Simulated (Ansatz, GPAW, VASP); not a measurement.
# AlRu: programs and potentials compared

```
Ru Al
1.0
     2.99160    0.00000    0.00000
     0.00000    2.99160    0.00000
     0.00000    0.00000    2.99160
Ru Al
1 1
Direct
  0.50000 0.50000 0.50000
  0.00000 0.00000 0.00000
```

Alike in all runs: task single point; functional LDA; k mesh 9 × 9 × 9; occupations gaussian, width 0.1 eV; no spin polarisation; no spin-orbit coupling. LDA stands for any of its common fits. Pressure is positive in compression and, in plane waves, holds the error of the finite cutoff.

```csv
program and potentials,plane-wave cutoff (eV),notes,pressure (GPa)
"Ansatz, all-electron LAPW, scalar-relativistic",-,-,-8.21
"GPAW, the program's PAW data sets (release 1.2.1) made for this functional",600,9.5 valence electrons an atom on average,-7.63
"VASP, LDA PAW files Al, Ru_pv, 520 eV",520,8.5 valence electrons an atom on average,-7.71
```

The pressure spans -8.21 (Ansatz, all-electron LAPW, scalar-relativistic) to -7.63 GPa (GPAW, the program's PAW data sets (release 1.2.1) made for this functional), with all-electron results at -8.21.

Differences between rows come from potentials, basis sets and numerical settings, since the functional is the same but for its coding. Runs on potential files found faulty are left out.

All three calculations give a negative pressure, so at this volume the CsCl-type cell is stretched relative to its LDA equilibrium and would contract if relaxed. This is the behaviour expected of LDA, which usually overbinds transition-metal compounds, if the chosen lattice constant lies near the experimental or a gradient-corrected value. Hybridisation between Ru d and Al s,p states makes the aluminide stiff, so even a modest mismatch in lattice constant probably suffices for a tension of this size.

The two PAW results lie closer to each other than to the all-electron value, and both show the weaker tension.Agreement between them is therefore no measure of their accuracy. Nor does a larger valence space bring the pressure closer to the all-electron result here: GPAW, with more valence electrons, deviates slightly more than VASP. Basis incompleteness normally makes the pressure too negative, so the offset more likely stems from the potentials or other settings. A single volume fixes neither the equilibrium lattice constant nor the bulk modulus.
